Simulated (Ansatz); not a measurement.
Runs of Ansatz 0.2.0 on CaO. The structure is cubic, space group Fm-3m (No. 225). The conventional cell has a = 4.807 Å, b = 4.807 Å, c = 4.807 Å, α = 90.00°, β = 90.00°, γ = 90.00°. Ca (site symmetry m-3m) is surrounded by 6 O at 2.40 Å. O (site symmetry m-3m) is surrounded by 6 Ca at 2.40 Å. The cell is a database's computed one.

```csv
task,level,cell,cutoff (eV),smearing,gap on the mesh (eV),pressure (GPa),relaxed volume (Å³/atom)
single point,PBEsol,as given,246,gaussian 0.05 eV,3.55,(a),-
relaxation of cell and atoms,BLYP,relaxed,-,fermi-dirac 0.05 eV,3.75,0.0,14.44
band structure,BLYP,as given,245,fermi-dirac 0.05 eV,3.75,4.3,-
relaxation of cell and atoms,RPBE+D3(BJ),relaxed,-,fermi-dirac 0.05 eV,3.67,0.0,(b)
```

Alike in all rows: potentials or basis all-electron LAPW, scalar-relativistic; no spin polarisation; k mesh 10 × 10 × 10; basis error allowed 0.001 eV/atom.

Question: Fill in the values left out.

Answer: (a) -2.7; (b) 12.00.

A k mesh can miss the band edges.

Runs at the PBE level aren't shown here.
